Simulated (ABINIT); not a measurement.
# Al2Au (Fm-3m) in ABINIT: further runs

The runs below take Al2Au through equation of state, with PBE, PBE+D3, PBE+D3(BJ).

Everything below comes from runs of ABINIT 10.8.3 (patched build). Logs are shortened: lines on timing, memory, paths and dates and some standing lists are left out, and cuts for length are marked. The log counts tension as positive stress, the text compression.

## Step 1: The crystal as given

The structure is cubic, space group Fm-3m (No. 225). The conventional cell has a = 6.000 Å, b = 6.000 Å, c = 6.000 Å, α = 90.00°, β = 90.00°, γ = 90.00°. Au (site symmetry m-3m) has 8 Al at 2.60 Å as nearest neighbours. Around Al (site symmetry -43m) lie 4 Au at 2.60 Å.

## Step 2: Equation of state, PBE

Input file run.abi:

```
# Datasets: one volume each
ndtset 7
getwfk -1
scalecart1 3*0.9795861087
scalecart2 3*0.9864848297
scalecart3 3*0.9932883884
scalecart4 3*1.0000000000
scalecart5 3*1.0066227096
scalecart6 3*1.0131594038
scalecart7 3*1.0196128224

# Pseudopotentials
pp_dirpath "./"
pseudos "Au.GGA_PBE-JTH.xml, Al.GGA_PBE-JTH.xml"

# Structure
acell 4.2426406871 4.2426406871 4.2426406871 Angstrom
rprim
     0.0000000000     0.7071067812     0.7071067812
     0.7071067812     0.0000000000     0.7071067812
     0.7071067812     0.7071067812     0.0000000000
ntypat 2
znucl 79 13
natom 3
typat 1 2 2
xred
     0.0000000000     0.0000000000     0.0000000000
     0.7500000000     0.7500000000     0.7500000000
     0.2500000000     0.2500000000     0.2500000000

# Plane-wave basis
ecut 20.0
pawecutdg 40.0
pawxcdev 0

# k points
kptopt 1
ngkpt 8 8 8
nshiftk 1
shiftk 0.0 0.0 0.0

# Exchange and correlation
ixc 11

# Bands and occupations
nband 13
occopt 3
tsmear 0.00183747

# SCF cycle
nstep 100
tolvrs 1.0e-9

# Output
iomode 3
prtwf 1
prtden 0
prteig 0
prtebands 0
enunit 1
```

Potentials or basis: JTH PAW PBE v2.0.

On the command line:

```sh
> abinit run.abi > log 2>&1
```

run.abo:

```text
.Version 10.8.3 of ABINIT
 DATASET    1 : space group Fm -3 m (#225); Bravais cF (face-center cubic)
================================================================================
 Values of the parameters that define the memory need for DATASET  1.
     intxc =       0    ionmov =       0      iscf =      17    lmnmax =      18
     lnmax =       6     mgfft =      32  mpssoang =       3    mqgrid =    3001
     natom =       3  nloc_mem =       2    nspden =       1   nspinor =       1
    nsppol =       1      nsym =      48    n1xccc =       1    ntypat =       2
    occopt =       3   xclevel =       2
       mpw =        1476          nfft =       32768          nkpt =          29
 PAW method is used; the additional fine FFT grid is defined by:
   mgfftf=        48    nfftf =    110592
================================================================================
================================================================================
[... 71 lines left out ...]
 DATASET    7 : space group Fm -3 m (#225); Bravais cF (face-center cubic)
================================================================================
 Values of the parameters that define the memory need for DATASET  7.
     intxc =       0    ionmov =       0      iscf =      17    lmnmax =      18
     lnmax =       6     mgfft =      36  mpssoang =       3    mqgrid =    3001
     natom =       3  nloc_mem =       2    nspden =       1   nspinor =       1
    nsppol =       1      nsym =      48    n1xccc =       1    ntypat =       2
    occopt =       3   xclevel =       2
       mpw =        1666          nfft =       46656          nkpt =          29
 PAW method is used; the additional fine FFT grid is defined by:
   mgfftf=        48    nfftf =    110592
================================================================================
================================================================================

--------------------------------------------------------------------------------
------------- Echo of variables that govern the present computation ------------
--------------------------------------------------------------------------------
 -outvars: echo values of preprocessed input variables --------
            acell      8.0174289493E+00  8.0174289493E+00  8.0174289493E+00 Bohr
              amu      1.96966540E+02  2.69815390E+01
             ecut      2.00000000E+01 Hartree
           enunit           1
           getwfk          -1
              ixc          11
           jdtset        1    2    3    4    5    6    7
         kptrlatt        8    0    0      0    8    0      0    0    8
          kptrlen1     6.28300962E+01
          kptrlen2     6.32725763E+01
          kptrlen3     6.37089526E+01
          kptrlen4     6.41394316E+01
          kptrlen5     6.45642084E+01
          kptrlen6     6.49834683E+01
          kptrlen7     6.53973869E+01
            natom           3
            nband          13
           ndtset           7
            ngfft1         32      32      32
            ngfft2         32      32      32
            ngfft3         36      36      36
            ngfft4         36      36      36
            ngfft5         36      36      36
            ngfft6         36      36      36
            ngfft7         36      36      36
          ngfftdg          48      48      48
             nkpt          29
            nstep         100
             nsym          48
           ntypat           2
           occopt           3
        pawecutdg      4.00000000E+01 Hartree
         pawxcdev           0
           prtden           0
        prtebands           0
           prteig           0
            rprim1     0.0000000000E+00  6.9267198023E-01  6.9267198023E-01
                       6.9267198023E-01  0.0000000000E+00  6.9267198023E-01
                       6.9267198023E-01  6.9267198023E-01  0.0000000000E+00
            rprim2     0.0000000000E+00  6.9755011263E-01  6.9755011263E-01
                       6.9755011263E-01  0.0000000000E+00  6.9755011263E-01
                       6.9755011263E-01  6.9755011263E-01  0.0000000000E+00
            rprim3     0.0000000000E+00  7.0236095512E-01  7.0236095512E-01
                       7.0236095512E-01  0.0000000000E+00  7.0236095512E-01
                       7.0236095512E-01  7.0236095512E-01  0.0000000000E+00
            rprim4     0.0000000000E+00  7.0710678120E-01  7.0710678120E-01
                       7.0710678120E-01  0.0000000000E+00  7.0710678120E-01
                       7.0710678120E-01  7.0710678120E-01  0.0000000000E+00
            rprim5     0.0000000000E+00  7.1178974407E-01  7.1178974407E-01
                       7.1178974407E-01  0.0000000000E+00  7.1178974407E-01
                       7.1178974407E-01  7.1178974407E-01  0.0000000000E+00
            rprim6     0.0000000000E+00  7.1641188486E-01  7.1641188486E-01
                       7.1641188486E-01  0.0000000000E+00  7.1641188486E-01
                       7.1641188486E-01  7.1641188486E-01  0.0000000000E+00
            rprim7     0.0000000000E+00  7.2097514092E-01  7.2097514092E-01
                       7.2097514092E-01  0.0000000000E+00  7.2097514092E-01
                       7.2097514092E-01  7.2097514092E-01  0.0000000000E+00
          spgroup         225
           tolvrs      1.00000000E-09
           tsmear      1.83747000E-03 Hartree
            typat      1  2  2
           useylm           1
           xangst1     0.0000000000E+00  0.0000000000E+00  0.0000000000E+00
                       4.4081374892E+00  4.4081374892E+00  4.4081374892E+00
                       1.4693791631E+00  1.4693791631E+00  1.4693791631E+00
           xangst2     0.0000000000E+00  0.0000000000E+00  0.0000000000E+00
                       4.4391817337E+00  4.4391817337E+00  4.4391817337E+00
                       1.4797272446E+00  1.4797272446E+00  1.4797272446E+00
           xangst3     0.0000000000E+00  0.0000000000E+00  0.0000000000E+00
                       4.4697977479E+00  4.4697977479E+00  4.4697977479E+00
                       1.4899325826E+00  1.4899325826E+00  1.4899325826E+00
           xangst4     0.0000000000E+00  0.0000000000E+00  0.0000000000E+00
                       4.5000000001E+00  4.5000000001E+00  4.5000000001E+00
                       1.5000000000E+00  1.5000000000E+00  1.5000000000E+00
           xangst5     0.0000000000E+00  0.0000000000E+00  0.0000000000E+00
                       4.5298021933E+00  4.5298021933E+00  4.5298021933E+00
                       1.5099340644E+00  1.5099340644E+00  1.5099340644E+00
           xangst6     0.0000000000E+00  0.0000000000E+00  0.0000000000E+00
                       4.5592173172E+00  4.5592173172E+00  4.5592173172E+00
[... 10 lines left out ...]
            xcart3     0.0000000000E+00  0.0000000000E+00  0.0000000000E+00
                       8.4466935817E+00  8.4466935817E+00  8.4466935817E+00
                       2.8155645272E+00  2.8155645272E+00  2.8155645272E+00
            xcart4     0.0000000000E+00  0.0000000000E+00  0.0000000000E+00
                       8.5037675667E+00  8.5037675667E+00  8.5037675667E+00
                       2.8345891889E+00  2.8345891889E+00  2.8345891889E+00
            xcart5     0.0000000000E+00  0.0000000000E+00  0.0000000000E+00
                       8.5600855498E+00  8.5600855498E+00  8.5600855498E+00
                       2.8533618499E+00  2.8533618499E+00  2.8533618499E+00
            xcart6     0.0000000000E+00  0.0000000000E+00  0.0000000000E+00
                       8.6156720779E+00  8.6156720779E+00  8.6156720779E+00
                       2.8718906926E+00  2.8718906926E+00  2.8718906926E+00
            xcart7     0.0000000000E+00  0.0000000000E+00  0.0000000000E+00
                       8.6705504497E+00  8.6705504497E+00  8.6705504497E+00
                       2.8901834832E+00  2.8901834832E+00  2.8901834832E+00
             xred      0.0000000000E+00  0.0000000000E+00  0.0000000000E+00
                       7.5000000000E-01  7.5000000000E-01  7.5000000000E-01
                       2.5000000000E-01  2.5000000000E-01  2.5000000000E-01
            znucl       79.00000   13.00000

================================================================================

 chkinp: Checking input parameters for consistency, jdtset=   1.

 chkinp: Checking input parameters for consistency, jdtset=   2.
[... 40 lines left out ...]
 getcut: wavevector=  0.0000  0.0000  0.0000  ngfft=  48  48  48
         ecut(hartree)=     40.000   => boxcut(ratio)=   2.14669

--- Pseudopotential description ------------------------------------------------
- pspini: atom type   1  psp file is ./Au.GGA_PBE-JTH.xml
 Pseudopotential format is: paw10
 basis_size (lnmax)=  6 (lmn_size= 18), orbitals=   0   0   1   1   2   2
 Spheres core radius: rc_sph= 2.50869560
 Shapefunction is SIN type: shapef(r)=[sin(pi*r/rshp)/(pi*r/rshp)]**2
 Radius for shape functions =  2.26305713
 Compensation charge density is not taken into account in XC energy/potential

- pspini: atom type   2  psp file is ./Al.GGA_PBE-JTH.xml
 Pseudopotential format is: paw10
 basis_size (lnmax)=  4 (lmn_size=  8), orbitals=   0   0   1   1
 Spheres core radius: rc_sph= 1.90363307
 Shapefunction is SIN type: shapef(r)=[sin(pi*r/rshp)/(pi*r/rshp)]**2
 Radius for shape functions =  1.60786206
 Compensation charge density is not taken into account in XC energy/potential

   4.74247219E+02                                ecore*ucvol(ha*bohr**3)
--------------------------------------------------------------------------------

================================================================================

--- !BeginCycle
iteration_state: {dtset: 1, }
solver: {iscf: 17, nstep: 100, nline: 4, wfoptalg: 10, }
tolerances: {tolvrs: 1.00E-09, }
...
[... 1402 lines left out ...]
-Cartesian components of stress tensor (GPa)         [Pressure= -2.9488E+00 GPa]
- sigma(1 1)=  2.94884619E+00  sigma(3 2)=  0.00000000E+00
- sigma(2 2)=  2.94884619E+00  sigma(3 1)=  0.00000000E+00
- sigma(3 3)=  2.94884619E+00  sigma(2 1)=  0.00000000E+00

== END DATASET(S) ==============================================================
================================================================================

 -outvars: echo values of variables after computation  --------
            acell      8.0174289493E+00  8.0174289493E+00  8.0174289493E+00 Bohr
           etotal1    -3.8408948706E+01
           etotal2    -3.8411453588E+01
           etotal3    -3.8413209062E+01
           etotal4    -3.8414301434E+01
           etotal5    -3.8414800275E+01
           etotal6    -3.8414773339E+01
           etotal7    -3.8414275800E+01
            fcart1    -5.0506254472E-31  5.0506254472E-31 -5.0506254472E-31
                       1.7677189065E-30 -2.5253127236E-31 -5.0506254472E-31
                      -1.2626563618E-30 -2.5253127236E-31  1.0101250894E-30
            fcart2    -3.1345657704E-31  4.3883920786E-31 -1.8807394622E-31
                       2.5076526163E-31  2.5076526163E-31  0.0000000000E+00
                       6.2691315408E-32 -6.8960446949E-31  1.8807394622E-31
            fcart3     3.1130954678E-32 -9.3392864035E-32  9.3392864035E-32
                      -6.2261909357E-32 -1.0947644253E-47  1.0947644253E-47
                       3.1130954678E-32  9.3392864035E-32 -9.3392864035E-32
            fcart4    -1.2368806321E-31  1.2368806321E-31  1.2368806321E-31
[... 52 lines left out ...]
           xangst3     0.0000000000E+00  0.0000000000E+00  0.0000000000E+00
                       4.4697977479E+00  4.4697977479E+00  4.4697977479E+00
                       1.4899325826E+00  1.4899325826E+00  1.4899325826E+00
           xangst4     0.0000000000E+00  0.0000000000E+00  0.0000000000E+00
                       4.5000000001E+00  4.5000000001E+00  4.5000000001E+00
                       1.5000000000E+00  1.5000000000E+00  1.5000000000E+00
           xangst5     0.0000000000E+00  0.0000000000E+00  0.0000000000E+00
                       4.5298021933E+00  4.5298021933E+00  4.5298021933E+00
                       1.5099340644E+00  1.5099340644E+00  1.5099340644E+00
           xangst6     0.0000000000E+00  0.0000000000E+00  0.0000000000E+00
                       4.5592173172E+00  4.5592173172E+00  4.5592173172E+00
                       1.5197391057E+00  1.5197391057E+00  1.5197391057E+00
           xangst7     0.0000000000E+00  0.0000000000E+00  0.0000000000E+00
                       4.5882577009E+00  4.5882577009E+00  4.5882577009E+00
                       1.5294192336E+00  1.5294192336E+00  1.5294192336E+00
             xred      0.0000000000E+00  0.0000000000E+00  0.0000000000E+00
                       7.5000000000E-01  7.5000000000E-01  7.5000000000E-01
                       2.5000000000E-01  2.5000000000E-01  2.5000000000E-01
 Calculation completed.
```

It took 5.2 min on 1 thread of Arm Neoverse V1, shared host; peak memory 0.17 GiB.

Results:

```yaml
Equilibrium_volume: 18.52 Å³/atom
Bulk_modulus: 104 GPa
Pressure_derivative_of_the_bulk_modulus: 5.0
```

Energy against volume, from the lowest point:
```csv
volume (Å³/atom),energy (meV/atom)
16.920,53.08
17.280,30.36
17.640,14.43
18.000,4.52
18.360,0.00
18.720,0.24
19.080,4.76
```

Caveat: pressures at fixed basis lie under the slope of the energies. Spin-orbit coupling is left out, which matters for the levels of Au.

## Step 3: Equation of state, PBE+D3

Changes to run.abi since step 2:

```diff
@@ -43,2 +43,3 @@
 ixc 11
+vdw_xc 6
```

Potentials or basis: JTH PAW PBE v2.0.

On the command line:

```sh
> abinit run.abi > log 2>&1
```

run.abo:

```text
.Version 10.8.3 of ABINIT
 DATASET    1 : space group Fm -3 m (#225); Bravais cF (face-center cubic)
================================================================================
 Values of the parameters that define the memory need for DATASET  1.
     intxc =       0    ionmov =       0      iscf =      17    lmnmax =      18
     lnmax =       6     mgfft =      32  mpssoang =       3    mqgrid =    3001
     natom =       3  nloc_mem =       2    nspden =       1   nspinor =       1
    nsppol =       1      nsym =      48    n1xccc =       1    ntypat =       2
    occopt =       3   xclevel =       2
       mpw =        1476          nfft =       32768          nkpt =          29
 PAW method is used; the additional fine FFT grid is defined by:
   mgfftf=        48    nfftf =    110592
================================================================================
================================================================================
[... 71 lines left out ...]
 DATASET    7 : space group Fm -3 m (#225); Bravais cF (face-center cubic)
[... 1643 lines left out ...]
                       3.1130954678E-31  3.1130954678E-32 -3.1130954678E-31
            fcart4     5.8387436014E-47  6.1844031604E-31 -4.9475225283E-31
[... 52 lines left out ...]
           xangst3     0.0000000000E+00  0.0000000000E+00  0.0000000000E+00
                       4.4697977479E+00  4.4697977479E+00  4.4697977479E+00
                       1.4899325826E+00  1.4899325826E+00  1.4899325826E+00
           xangst4     0.0000000000E+00  0.0000000000E+00  0.0000000000E+00
                       4.5000000001E+00  4.5000000001E+00  4.5000000001E+00
                       1.5000000000E+00  1.5000000000E+00  1.5000000000E+00
           xangst5     0.0000000000E+00  0.0000000000E+00  0.0000000000E+00
                       4.5298021933E+00  4.5298021933E+00  4.5298021933E+00
                       1.5099340644E+00  1.5099340644E+00  1.5099340644E+00
           xangst6     0.0000000000E+00  0.0000000000E+00  0.0000000000E+00
                       4.5592173172E+00  4.5592173172E+00  4.5592173172E+00
                       1.5197391057E+00  1.5197391057E+00  1.5197391057E+00
           xangst7     0.0000000000E+00  0.0000000000E+00  0.0000000000E+00
                       4.5882577009E+00  4.5882577009E+00  4.5882577009E+00
                       1.5294192336E+00  1.5294192336E+00  1.5294192336E+00
             xred      0.0000000000E+00  0.0000000000E+00  0.0000000000E+00
                       7.5000000000E-01  7.5000000000E-01  7.5000000000E-01
                       2.5000000000E-01  2.5000000000E-01  2.5000000000E-01
 Calculation completed.
```

Wall time 5.3 min (1 thread of Arm Neoverse V1, shared host); peak memory 0.17 GiB.

Results:

- Equilibrium volume: 17.87 Å³/atom
- Bulk modulus: 114 GPa
- Pressure derivative of the bulk modulus: 5.0

Energy against volume, from the lowest point:
```
volume (Å³/atom)  energy (meV/atom)
          16.920              19.55
          17.280               6.99
          17.640               0.73
          18.000               0.00
          18.360               4.21
          18.720              12.78
          19.080              25.23
```

Caveat: pressures at fixed basis lie under the slope of the energies. Spin-orbit coupling is left out, which matters for the levels of Au.

## Step 4: Equation of state, PBE+D3(BJ)

Changes to run.abi since step 3:

```diff
@@ -43,3 +43,3 @@
 ixc 11
-vdw_xc 6
+vdw_xc 7
```

On the command line:

```sh
> abinit run.abi > log 2>&1
```

Wall time 5.3 min (1 thread of Arm Neoverse V1, shared host); peak memory 0.17 GiB.

Results (log left out):

```
Equilibrium volume                      : 17.90 Å³/atom
Bulk modulus                            : 115 GPa
Pressure derivative of the bulk modulus : 5.0
```

Energy against volume, from the lowest point:
```csv
volume (Å³/atom),energy (meV/atom)
16.920,21.23
17.280,7.98
17.640,1.16
18.000,0.00
18.360,3.89
18.720,12.23
19.080,24.54
```

Caveat: pressures at fixed basis lie under the slope of the energies. The run has no spin-orbit coupling, so splittings on Au are missing.

## Step 5: Summary

```tsv
level	V0 of scaled cells (Å³/atom)	B0 (GPa)
PBE	18.52	104
PBE+D3	17.87	114
PBE+D3(BJ)	17.90	115
```

Alike in all rows: task equation of state; potentials or basis JTH PAW PBE v2.0; no spin polarisation; cell as given; k mesh 8 × 8 × 8; cutoff (eV) 544; smearing fermi-dirac 0.05 eV.

Caveats: pressures at fixed basis lie under the slope of the energies.

Total energies depend on the potentials used, so only differences within one code and one set of settings carry meaning.
